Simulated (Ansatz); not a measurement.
## Levels at Γ against strain in MgTe

```xyz
4
Lattice="4.5400 0.0000 0.0000 -2.2700 3.9318 0.0000 0.0000 0.0000 7.3950" Properties=species:S:1:pos:R:3 pbc="T T T"
Mg    0.0000    2.6212    0.0000
Mg    2.2700    1.3106    3.6975
Te    0.0000    2.6212    2.7361
Te    2.2700    1.3106    6.4336
```

Atoms are numbered in the order listed.

The cell is COD entry 1538744, as deposited and not checked against the literature; nothing was relaxed.

No spin–orbit coupling, which matters for the heavy atoms here.

All numbers below come from Ansatz 0.2.0, DFT, PBEsol, all-electron LAPW, scalar-relativistic.

Sampling and basis: a Γ-centred 10×10×6 k mesh, Fermi–Dirac smearing of 0.05 eV, basis error target 1 meV/atom, no spin polarisation.

The cell is scaled evenly. Fractional coordinates are held (clamped ions).

Only quantities that a quadratic follows smoothly over the whole series are listed; rougher ones are left out.

```csv
ln(V/Vcell),direct gap at Γ (eV),smallest gap on mesh and path (eV)
-0.0619,2.702,2.702
-0.0408,2.603,2.603
-0.0202,2.509,2.509
-0.0101,2.463,2.463
0.0000,2.418,2.418
0.0198,2.330,2.330
0.0392,2.246,2.246
0.0583,2.164,2.164
```

Question: Fit the series and give the slopes at zero strain.

Answer: Least-squares fits y = p0 + p1 x + p2 x² to the rows give direct gap at Γ (eV): p1 = -4.47, p2 = 2; smallest gap on mesh and path (eV): p1 = -4.47, p2 = 2. So dEg/dln V = -4.5 eV for the direct gap at Γ, the fundamental gap of this crystal. Semilocal gaps are too small, but their slopes carry over better.

Question: One run, at ln(V/Vcell) = 0.0100, is withheld. Predict its row.

Answer: The fits give 2.373, 2.373; the run gave 2.373, 2.373.
